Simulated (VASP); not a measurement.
# VASP 6.6.1, r²SCAN single-point calculation, CaO (rocksalt)

INCAR

```
NELM = 120
NBANDS = 15
SIGMA = 0.01
LASPH = .TRUE.
ISMEAR = 0
METAGGA = R2SCAN
LCHARG = .FALSE.
ISIF = 2
NSW = 0
ENCUT = 520
ALGO = Normal
LREAL = .FALSE.
IBRION = -1
LWAVE = .FALSE.
PREC = Accurate
EDIFF = 1E-7
```

KPOINTS

```
KPOINTS created by Atomic Simulation Environment
0
Gamma
10 10 10
0 0 0
```

KPOINTS_OPT

```
special points
7
Reciprocal
0.0000000000 0.0000000000 0.0000000000 1
0.5000000000 0.0000000000 0.5000000000 1
0.6250000000 0.2500000000 0.6250000000 1
0.3750000000 0.3750000000 0.7500000000 1
0.5000000000 0.5000000000 0.5000000000 1
0.5000000000 0.2500000000 0.7500000000 1
0.0000000000 0.5000000000 0.5000000000 1
```

POSCAR

```
Ca O
 1.0000000000000000
     0.0000000000000000    2.3975501135538488    2.3975501135538488
     2.3975501135538488    0.0000000000000000    2.3975501135538488
     2.3975501135538488    2.3975501135538488    0.0000000000000000
 Ca  O
   1   1
Cartesian
  0.0000000000000000 -0.0000000000000000 -0.0000000000000000
  2.3975501135538488  2.3975501135538488  2.3975501135538488
```

VASP ran with the recommended PBE PAW datasets (16 valence electrons in the cell).

Command

```
mpirun -np 1 vasp_std
```

OSZICAR

```
N       E                     dE             d eps       ncg     rms          rms(c)
DAV:   1     0.119583943128E+03    0.11958E+03   -0.84960E+03  1410   0.112E+03
DAV:   2    -0.195601143583E+02   -0.13914E+03   -0.12870E+03  1774   0.300E+02
DAV:   3    -0.251350424151E+02   -0.55749E+01   -0.55279E+01  1734   0.626E+01
DAV:   4    -0.252754398121E+02   -0.14040E+00   -0.14014E+00  1830   0.919E+00
DAV:   5    -0.252785885105E+02   -0.31487E-02   -0.31486E-02  1622   0.124E+00    0.769E+00
DAV:   6    -0.193203417698E+02    0.59582E+01   -0.34732E+00  1872   0.231E+01    0.259E+00
DAV:   7    -0.194510478393E+02   -0.13071E+00   -0.49628E-01  1487   0.504E+00    0.193E+00
DAV:   8    -0.194869803115E+02   -0.35932E-01   -0.17741E-01  1410   0.459E+00    0.139E+00
DAV:   9    -0.194534535417E+02    0.33527E-01   -0.83027E-02  1495   0.289E+00    0.132E-01
DAV:  10    -0.194529461834E+02    0.50736E-03   -0.41547E-03  1606   0.620E-01    0.746E-02
DAV:  11    -0.194531034751E+02   -0.15729E-03   -0.62183E-04  1677   0.220E-01    0.486E-02
DAV:  12    -0.194530447035E+02    0.58772E-04   -0.15258E-04  1732   0.108E-01    0.881E-03
DAV:  13    -0.194530461950E+02   -0.14916E-05   -0.82029E-06  1648   0.302E-02    0.712E-03
DAV:  14    -0.194530459743E+02    0.22075E-06   -0.36400E-07  1735   0.517E-03    0.445E-03
DAV:  15    -0.194530453602E+02    0.61411E-06   -0.11379E-06  1494   0.835E-03    0.104E-03
DAV:  16    -0.194530453419E+02    0.18299E-07   -0.50566E-08   824   0.222E-03
   1 F= -.19453045E+02 E0= -.19453045E+02  d E =-.214411E-57
       N       E                     dE             ncg
DAV:   1     0.333452836124E+03   -0.46130E+04      210
DAV:   2    -0.552181731165E+03   -0.88563E+03      245
DAV:   3    -0.581868859329E+03   -0.29687E+02      295
DAV:   4    -0.582559112993E+03   -0.69025E+00      262
DAV:   5    -0.582568231126E+03   -0.91181E-02      274
DAV:   6    -0.582568435438E+03   -0.20431E-03      246
DAV:   7    -0.582568441216E+03   -0.57780E-05      259
DAV:   8    -0.582568441396E+03   -0.17986E-06      221
DAV:   9    -0.582568441401E+03   -0.54561E-08      168
```

From OUTCAR

```
k-points           NKPTS =     47   k-points in BZ     NKDIM =     47   number of bands    NBANDS=     15

   NELECT =      16.0000    total number of electrons

   dimension x,y,z NGX =    28 NGY =   28 NGZ =   28
   dimension x,y,z NGXF=    56 NGYF=   56 NGZF=   56

  energy-cutoff  :      520.00
  volume of cell :       27.56
      direct lattice vectors                 reciprocal lattice vectors
     0.000000000  2.397550114  2.397550114    -0.208546214  0.208546214  0.208546214
     2.397550114  0.000000000  2.397550114     0.208546214 -0.208546214  0.208546214
     2.397550114  2.397550114  0.000000000     0.208546214  0.208546214 -0.208546214

 k-points in reciprocal lattice and weights: KPOINTS created by Atomic Simulation Env
   0.00000000  0.00000000  0.00000000       0.001
   0.10000000  0.00000000  0.00000000       0.008
   0.20000000  0.00000000  0.00000000       0.008
   0.30000000  0.00000000  0.00000000       0.008
   0.40000000  0.00000000  0.00000000       0.008
   0.50000000  0.00000000  0.00000000       0.004
   0.10000000  0.10000000  0.00000000       0.006
   0.20000000  0.10000000  0.00000000       0.024
   ...

 E-fermi :   2.1652

 k-point     1 :       0.0000    0.0000    0.0000
  band No.  band energies     occupation
      1     -36.9713      2.00000
      2     -16.8582      2.00000
      3     -16.8582      2.00000
      4     -16.8581      2.00000
      5     -14.4321      2.00000
      6       2.0548      2.00000
      7       2.0548      2.00000
      8       2.0548      2.00000
      9       7.5432      0.00000
     10       8.9254      0.00000
     11       8.9255      0.00000
     12       8.9255      0.00000
     13      10.5335      0.00000
     14      10.5335      0.00000
     15      17.8734      0.00000

 k-point     2 :       0.1000    0.0000    0.0000
  band No.  band energies     occupation
      1     -36.9614      2.00000
      2     -17.0258      2.00000
      3     -16.8631      2.00000
      4     -16.8631      2.00000
      5     -14.2588      2.00000
      6       1.7080      2.00000
      7       1.9162      2.00000
      8       1.9162      2.00000
      9       7.9976      0.00000
     10       8.8885      0.00000
     11       9.1023      0.00000
     12       9.1023      0.00000
     13      10.7800      0.00000
     14      10.7800      0.00000
     15      18.2912      0.00000

 k-point     3 :       0.2000    0.0000    0.0000
  band No.  band energies     occupation
      1     -36.9354      2.00000
      2     -17.3897      2.00000
      3     -16.8761      2.00000
      4     -16.8761      2.00000
      5     -13.8789      2.00000
      6       0.9485      2.00000
      7       1.5816      2.00000
      8       1.5816      2.00000
      9       8.8428      0.00000
     10       9.1247      0.00000
     11       9.5916      0.00000
     12       9.5916      0.00000
     13      11.4215      0.00000
     14      11.4215      0.00000
     15      18.9302      0.00000

 k-point     4 :       0.3000    0.0000    0.0000
  band No.  band energies     occupation
      1     -36.9029      2.00000
      2     -17.7545      2.00000
      3     -16.8920      2.00000
      4     -16.8920      2.00000
      5     -13.4931      2.00000
      6       0.1758      2.00000
      7       1.2125      2.00000
      8       1.2125      2.00000
      9       9.1107      0.00000
     10      10.2650      0.00000
     11      10.2650      0.00000
     12      10.2736      0.00000
     13      12.2388      0.00000
     14      12.2388      0.00000
     15      18.5481      0.00000

 k-point     5 :       0.4000    0.0000    0.0000
  band No.  band energies     occupation
      1     -36.8765      2.00000
      2     -18.0091      2.00000
      3     -16.9047      2.00000
      4     -16.9047      2.00000
      5     -13.2193      2.00000
      6      -0.3714      2.00000
      7       0.9414      2.00000
      8       0.9414      2.00000
      9       9.5343      0.00000
     10      10.8835      0.00000
     11      10.8836      0.00000
     12      11.0922      0.00000
     13      12.9800      0.00000
     14      12.9800      0.00000
     15      17.7138      0.00000

 k-point     6 :       0.5000    0.0000    0.0000
  band No.  band energies     occupation
      1     -36.8664      2.00000
      2     -18.0995      2.00000
      3     -16.9096      2.00000
      4     -16.9096      2.00000
      5     -13.1211      2.00000
      6      -0.5675      2.00000
      7       0.8433      2.00000
      8       0.8433      2.00000
      9       9.7865      0.00000
     10      11.1407      0.00000
     11      11.1407      0.00000
     12      11.3250      0.00000
     13      13.3093      0.00000
     14      13.3093      0.00000
     15      17.3867      0.00000

 k-point     7 :       0.1000    0.1000    0.0000
  band No.  band energies     occupation
      1     -36.9582      2.00000
      2     -17.0381      2.00000
      3     -16.8803      2.00000
      4     -16.8803      2.00000
      5     -14.2203      2.00000
      6       1.4726      2.00000
      7       1.9747      2.00000
      8       1.9747      2.00000
      9       8.0703      0.00000
     10       8.5580      0.00000
     11       9.3130      0.00000
     12       9.3130      0.00000
     13      10.6350      0.00000
     14      11.0888      0.00000
     15      18.4453      0.00000

 k-point     8 :       0.2000    0.1000    0.0000
  band No.  band energies     occupation
      1     -36.9376      2.00000
      2     -17.2967      2.00000
      3     -16.9032      2.00000
      4     -16.8900      2.00000
      5     -13.9558      2.00000
      6       0.9253      2.00000
      7       1.7218      2.00000
      8       1.7890      2.00000
      9       8.3616      0.00000
     10       8.8076      0.00000
     11       9.7363      0.00000
     12       9.8098      0.00000
     13      10.9670      0.00000
     14      11.7525      0.00000
     15      19.0838      0.00000

 k-point     9 :       0.3000    0.1000    0.0000
  band No.  band energies     occupation
      1     -36.9074      2.00000
      2     -17.6283      2.00000
      3     -16.9229      2.00000
      4     -16.9044      2.00000
      5     -13.6251      2.00000
      6       0.3420      2.00000
      7       1.3007      2.00000
      8       1.4604      2.00000
      9       8.5053      0.00000
     10       9.8753      0.00000
     11      10.2876      0.00000
     12      10.4601      0.00000
     13      11.6597      0.00000
     14      12.5180      0.00000
     15      18.9709      0.00000

 k-point    10 :       0.4000    0.1000    0.0000
  band No.  band energies     occupation
      1     -36.8790      2.00000
      2     -17.8964      2.00000
      3     -16.9320      2.00000
      4     -16.9283      2.00000
      5     -13.3531      2.00000
      6      -0.1410      2.00000
      7       0.9736      2.00000
      8       1.1338      2.00000
      9       8.9819      0.00000
     10      10.4351      0.00000
     11      11.0285      0.00000
     12      11.2175      0.00000
     13      12.4975      0.00000
     14      13.1769      0.00000
     15      17.9803      0.00000

 k-point    11 :       0.5000    0.1000    0.0000
  band No.  band energies     occupation
      1     -36.8635      2.00000
      2     -18.0317      2.00000
      3     -16.9526      2.00000
      4     -16.9272      2.00000
      5     -13.2107      2.00000
      6      -0.4022      2.00000
      7       0.8544      2.00000
      8       0.9194      2.00000
      9       9.5941      0.00000
     10      10.4090      0.00000
     11      11.2347      0.00000
     12      11.8837      0.00000
     13      13.1498      0.00000
     14      13.5577      0.00000
     15      17.3325      0.00000

 k-point    12 :      -0.4000    0.1000    0.0000
  band No.  band energies     occupation
      1     -36.8668      2.00000
      2     -18.0064      2.00000
      3     -16.9669      2.00000
      4     -16.9102      2.00000
      5     -13.2298      2.00000
      6      -0.3633      2.00000
      7       0.8759      2.00000
      8       0.9546      2.00000
      9       9.5957      0.00000
     10      10.4338      0.00000
     11      10.9490      0.00000
     12      11.7553      0.00000
     13      13.2529      0.00000
     14      13.3485      0.00000
     15      17.4636      0.00000

 k-point    13 :      -0.3000    0.1000    0.0000
  band No.  band energies     occupation
      1     -36.8877      2.00000
      2     -17.8271      2.00000
      3     -16.9641      2.00000
      4     -16.8874      2.00000
      5     -13.4081      2.00000
      6      -0.0213      2.00000
      7       1.0146      2.00000
      8       1.2341      2.00000
      9       9.0854      0.00000
     10      10.3298      0.00000
     11      10.3465      0.00000
     12      11.0536      0.00000
     13      12.5388      0.00000
     14      12.8203      0.00000
     15      18.2944      0.00000

 ...

  Total        0.1828192      0.1828192      0.1828192     -0.0000000     -0.0000000      0.0000000
  in kB       10.6267231     10.6267231     10.6267231     -0.0000000     -0.0000000      0.0000000
  external PRESSURE =      10.6267231 kB  Pullay stress =       0.0000000 kB

 POSITION                                       TOTAL-FORCE (eV/Angst)
 -----------------------------------------------------------------------------------
      0.00000      0.00000      0.00000         0.000000     -0.000000     -0.000000
      2.39755      2.39755      2.39755        -0.000000      0.000000      0.000000
 -----------------------------------------------------------------------------------
    total drift:                                0.000000      0.000000      0.000000

  FREE ENERGIE OF THE ION-ELECTRON SYSTEM (eV)
  ---------------------------------------------------
  free  energy   TOTEN  =       -19.4530453419 eV

  energy  without entropy=      -19.4530453419  energy(sigma->0) =      -19.45304534
```

```yaml
gap_between_bands_v_and_c: 4.19 eV
least_direct_gap: 4.56 eV
pressure: 1.1 GPa
```

Band v is the last that the valence electrons fill when counted band by band, and c is the next.

The run took about 80 s on one core of a shared host (Intel Xeon Platinum 8488C) and held 0.19 GiB at most.
